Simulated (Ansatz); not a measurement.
## CoO: which magnetic state is lowest?

Method: Ansatz 0.2.0, DFT PBE+U, scalar-relativistic, plane waves, PAW.

```
Co O
1.0
     2.61615    0.00000    0.00000
     0.00000    2.61615    0.00000
     0.00000    0.00000    2.61615
Co O
1 1
Direct
  0.00000 0.00000 0.00000
  0.50000 0.50000 0.50000
```

- plane-wave cutoff: 420 eV
- Γ-centred k-mesh: 16×16×16
- occupation rule: Gaussian smearing, 0.05 eV
- U_eff on Löwdin-orthogonalised atomic d orbitals: Co 7 eV
- list of starting moments (μB, in atom order): 3 0
- check for lower electronic states after the SCF: on

All runs keep this geometry, which isn't relaxed for the lowest state (largest force there 0.000 eV/Å, pressure 13.3 GPa) and needn't be a stable compound; relaxing each order would shift the differences by some 10 meV/atom, going by the pressures and a bulk modulus of about 150 GPa. A propagation vector, in units of the reciprocal vectors, doubles the cell, which takes an equally dense mesh. Site moments are spin moments in atom-centred spheres that scale with the neighbour distance. The states are those that the runs reached from these starts; a lower one can exist.

**Question.** Starts tried: ferromagnetic; antiferromagnetic, doubled cell, propagation vector (0, 0, 1/2). Which state comes out lowest, and what are the moments?

**Answer.** The lowest state is antiferromagnetic, reached from the start “antiferromagnetic, doubled cell, propagation vector (0, 0, 1/2)”, with site moments (μB) Co +2.65, Co -2.65.

```json
{"start": "ferromagnetic", "ends": "ferromagnetic", "energy above lowest (meV/atom)": "33.0", "site moments (μB)": "Co +2.69, O +0.20", "gap on mesh (eV)": "1.15", "P (GPa)": "15.5"}
{"start": "antiferromagnetic, doubled cell, propagation vector (0, 0, 1/2)", "ends": "antiferromagnetic", "energy above lowest (meV/atom)": "0.00", "site moments (μB)": "Co +2.65, Co -2.65", "gap on mesh (eV)": "1.63", "P (GPa)": "13.3"}
```

Cost: 2 runs of about 2.6 core-minutes in all, on Arm Neoverse V1 (shared hosts).